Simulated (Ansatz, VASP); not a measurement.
**Si: VASP beside Ansatz**

The input INCAR:

```
SYSTEM = Si
PREC = Accurate
ENCUT = 600
EDIFF = 1E-6
ISMEAR = 0
SIGMA = 0.02
LREAL = .FALSE.
LASPH = .TRUE.
NELM = 100
ALGO = Normal
ISIF = 3
LWAVE = .FALSE.
LCHARG = .FALSE.
GGA = PS
IBRION = 2
NSW = 100
EDIFFG = -0.01
```

Contents of KPOINTS:

```
regular mesh
0
G
  12 12 12
  0 0 0
```

The input POSCAR:

```
Si
1.0
    0.0000000000      2.7169170817      2.7169170817
    2.7169170817      0.0000000000      2.7169170817
    2.7169170817      2.7169170817      0.0000000000
Si
2
Direct
    0.2500000000      0.2500000000      0.2500000000
    0.0000000000      0.0000000000      0.0000000000
```

Input for Ansatz:

```yaml
crystal:
  lattice:
    - [0.0, 2.7169170817, 2.7169170817]
    - [2.7169170817, 0.0, 2.7169170817]
    - [2.7169170817, 2.7169170817, 0.0]
  atoms:
    - { symbol: Si, position: [0.25, 0.25, 0.25] }
    - { symbol: Si, position: [0.0, 0.0, 0.0] }
basis:
  ecutwfc: 420
kpoints:
  mp_grid: { grid: [12, 12, 12] }
hamiltonian:
  xc: pbesol
scf:
  occupations: { method: gaussian, width: 0.02 }
output:
  forces: true
  stress: true
  eigenvalues: true
relax:
  adjacent_minimum: "off"
  f_tol: 0.01
  max_steps: 80
  cell: { stress_tol: 0.05 }
```

Alike in both runs: task relaxation of cell and atoms; functional PBEsol; k mesh 12 × 12 × 12; occupations gaussian, width 0.02 eV; no spin polarisation.

|  | VASP | Ansatz |
| --- | --- | --- |
| version | VASP 6.6.1 | Ansatz 0.2.0 |
| potentials or method | VASP PAW PBE potentials, release 64 (Si) | scalar-relativistic, plane waves, PAW |
| plane-wave cutoff (eV) | 600 | 420 |
| valence electrons in the cell | 8 | 8 |

Ansatz gave:

- gap on the k mesh at the Fermi level, each at its own relaxed structure (eV): 0.46
- relaxed volume (Å³/atom): 20.06
- relaxed cell length with the largest relative difference (Å): 3.842

Estimate VASP's values.

gap on the k mesh at the Fermi level, each at its own relaxed structure (eV): 0.46; relaxed volume (Å³/atom): 20.09; relaxed cell length with the largest relative difference (Å): 3.845.

Caveats: the PAW data sets were made with another functional, which shifts forces and pressure a little (VASP). A k mesh can miss the band edges. A hybrid or GW would open this gap; PBEsol tends to underestimate it.
